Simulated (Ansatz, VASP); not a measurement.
**Two plane-wave programs on BN**

INCAR

```
ALGO = Normal
EDIFF = 1E-6
ENCUT = 520
GGA = PS
ISIF = 2
ISMEAR = 0
LASPH = True
LCHARG = True
LELF = True
LREAL = False
LVHAR = True
LWAVE = False
NBANDS = 16
NELM = 60
PREC = Accurate
SIGMA = 0.05
```

File KPOINTS:

```
k-points
0
Gamma
  12 12 6
```

POSCAR

```
BN
1.0
    2.5539396017      0.0000000000      0.0000000000
   -1.2769698009      2.2117765748      0.0000000000
    0.0000000000      0.0000000000      4.2268550000
B N
2 2
Direct
    0.6666666667      0.3333333333      0.9997240000
    0.3333333333      0.6666666667      0.4997240000
    0.6666666667      0.3333333333      0.6430196889
    0.3333333333      0.6666666667      0.1430196889
```

Input for Ansatz:

```yaml
crystal:
  lattice:
    - [2.5539396017, 0.0, 0.0]
    - [-1.2769698009, 2.2117765748, 0.0]
    - [0.0, 0.0, 4.226855]
  atoms:
    - { symbol: B, position: [0.6666666667, 0.3333333333, 0.999724] }
    - { symbol: B, position: [0.3333333333, 0.6666666667, 0.499724] }
    - { symbol: "N", position: [0.6666666667, 0.3333333333, 0.6430196889] }
    - { symbol: "N", position: [0.3333333333, 0.6666666667, 0.1430196889] }
basis:
  ecutwfc: 420
kpoints:
  mp_grid: { grid: [12, 12, 6] }
hamiltonian:
  xc: pbesol
scf:
  occupations: { method: gaussian, width: 0.05 }
output:
  forces: true
  stress: true
  eigenvalues: true
```

Change from the starting cell: all N atoms moved +0.075 Å, as atom 3 along Cartesian [0 0 1].

Alike in both runs: task single point; functional PBEsol; k mesh 12 × 12 × 6; occupations gaussian, width 0.05 eV; no spin polarisation.

|  | VASP | Ansatz |
| --- | --- | --- |
| version | VASP 6.6.1 | Ansatz 0.2.0 |
| potentials or method | VASP PAW PBE potentials, release 64 (B, N) | scalar-relativistic, plane waves, PAW |
| plane-wave cutoff (eV) | 520 | 420 |
| valence electrons in the cell | 16 | 16 |

|  | VASP | Ansatz | Ansatz less VASP |
| --- | --- | --- | --- |
| gap on the k mesh at the Fermi level (eV) | 3.80 | 3.81 | +0.017 |
| least direct gap on the mesh (eV) | 7.51 | 7.52 | +0.004 |
| pressure (GPa) | -4.4 | -4.9 | -0.54 |
| largest component of the traceless stress (GPa) | 2.84 | 2.60 | -0.240 |
| rms of the force components (eV/Å) | 1.163 | 1.158 | -0.0057 |

Atom by atom the forces differ by 0.006 eV/Å (rms over components).

Caveats: the PAW data sets were made with another functional, which shifts forces and pressure a little (VASP). A k mesh can miss the band edges.
